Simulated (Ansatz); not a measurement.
# Worked example: SiH2(CH3)Cl + C4H10O → SiH2(CH3)(OH) + C4H9Cl

Species: SiH2(CH3)Cl ((chlorosilyl)methane), singlet; C4H10O (1-butanol) `CCCCO`, singlet; SiH2(CH3)(OH), singlet; C4H9Cl (1-chlorobutane) `CCCCCl`, singlet. The partners trade Cl for OH: Si–Cl and C–OH bonds give way to Si–OH and C–Cl.

Shapes, held fixed at every level: PBE0-D4/def2-TZVP. Flexible molecules stand in one conformer, not always the lowest. Programs: Ansatz 0.2.0. The zero-point and thermal change to 298 K, harmonic and unscaled (PBE0-D4/def2-TZVP), is -3.2 kJ/mol.

At CCSD(T)/CBS estimate; 1 Eh = 2625.50 kJ/mol:

| species | energy (Eh) |
| --- | --- |
| SiH2(CH3)Cl | -789.976378 |
| C4H10O | -233.404277 |
| SiH2(CH3)(OH) | -405.969455 |
| C4H9Cl | -617.418858 |

**Question.** Work out ΔH(298 K) of the reaction at this level.

**Answer.** 
1. Products less reactants: (-405.969455) + (-617.418858) − [(-789.976378) + (-233.404277)] = -0.007658 Eh = -20.1 kJ/mol.
2. With the thermal change: -20.1 + (-3.2) = -23.3 kJ/mol.

Other levels give -25.9 (MP2/def2-TZVPP) to -4.3 kJ/mol (CCSD(T)/def2-SVP). No measured value is set beside it here. The CBS estimate extrapolates MP2 from def2-TZVPP and def2-QZVPP and adds CCSD(T) − MP2 in the triple-zeta set, cores frozen.
